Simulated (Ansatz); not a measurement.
The system is Al.

```xyz
1
Lattice="-1.5912 1.5912 1.5912 1.5912 -1.5912 1.5912 1.5912 1.5912 -1.5912" Properties=species:S:1:pos:R:3 pbc="T T T"
Al    0.0000    0.0000    0.0000
```

This isn't the form of Al at room conditions, which is fcc.

* Program: Ansatz 0.2.0
* Task: relaxation of cell and atoms
* Functional: HSE03
* Potentials or basis: Ansatz PAW
* Cutoff: 420 eV (not typed: the program's choice for these potentials)
* k mesh: 6 × 6 × 6
* Occupations: fermi-dirac, width 0.05 eV
* Spin: no spin polarisation

At the start: volume 16.12 Å³/atom.

How do energy, volume and symmetry change on relaxing?

It ends after 4 steps and the volume is 16.83 Å³/atom (+4.5 %); space group Im-3m (No. 229, to 0.05 Å).

Step by step:
```
step  energy change (eV)  largest force (eV/Å)  volume (Å³)
   1              0.0000                0.0000        16.12
   2             -0.0076                0.0000        16.87
   3             -0.0077                0.0000        16.83
   4             -0.0080                0.0000        16.83
```

Final structure:
```
CELL_PARAMETERS angstrom
-1.61451 1.61451 1.61451
1.61451 -1.61451 1.61451
1.61451 1.61451 -1.61451
ATOMIC_POSITIONS crystal
Al 0.00000 0.00000 0.00000
```

Caveat: the k mesh is coarse (spacing up to 0.47 Å⁻¹), so the values aren't converged, least of all with exact exchange; the plane-wave basis is chosen anew once the cell has moved, so the energies of steps on either side of that aren't comparable; the PAW data sets come from PBE, with cores solved anew for the run's functional, which leaves a small shift of forces and pressure.
